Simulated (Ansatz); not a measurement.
# Phases of HfC at 280 GPa

Structure types of HfC are relaxed in primitive cells with their symmetry kept at 280 GPa, on PAW files; LAPW relaxes the small cells further and takes the PAW cell for the others (marked *). The enthalpy is E + pV at zero temperature, without zero-point motion. Only the types listed were tried, and differences under about 5 meV/atom are mesh noise. The real phase may be another.

Level of theory: DFT with PBE, scalar-relativistic, in Ansatz 0.2.0; Fermi–Dirac smearing of 0.05 eV, no spin polarisation. LAPW: all electrons, basis error target 0.5 meV/atom; PAW: frozen-core files, cutoff 420 eV.

k meshes: rocksalt 18×18×18, CsCl 15×15×15, WC 17×17×15, NiAs 11×11×6, zincblende 16×16×16.

Spin–orbit coupling is left out, which matters for the heavy atoms.

| start type | ends as | a, b, c (Å) | V (Å³/atom) | H − H(lowest), LAPW (meV/atom) |
| --- | --- | --- | --- | --- |
| rocksalt | rocksalt, Fm-3m | 3.969, 3.969, 3.969 | 7.81 | 0.0 |
| CsCl | CsCl, Pm-3m | 2.452, 2.452, 2.452 | 7.37 | 539.7 |
| WC | WC, P-6m2 | 2.634, 2.634, 2.576 | 7.74 | 975.4 |
| NiAs* | NiAs, P6_3/mmc | 2.698, 2.698, 5.034 | 7.94 | ? |
| zincblende | zincblende, F-43m | 4.110, 4.110, 4.110 | 8.68 | ? |

Q: Fill in "H − H(lowest), LAPW (meV/atom)" for the row "NiAs*".

A: 1079.5.

Q: Give the missing entry: row "zincblende", column "H − H(lowest), LAPW (meV/atom)".

A: 3348.2.

Q: Split the lead of rocksalt over CsCl into energy and pV.

A: For CsCl less rocksalt: ΔE = +1306.5 meV/atom, and p·ΔV = 280 GPa × -0.4388 Å³ × 6.242 meV/(GPa·Å³) = -766.9 meV/atom, together 539.6 meV/atom. rocksalt wins by its internal energy, though it is the less dense.

Q: Would CsCl gain on rocksalt at higher pressure?

A: Yes: dH/dp = V, and its volume is smaller by 0.44 Å³/atom. Held constant, that would close the gap after about 200 GPa more, a rough figure, since the volume difference changes with pressure.
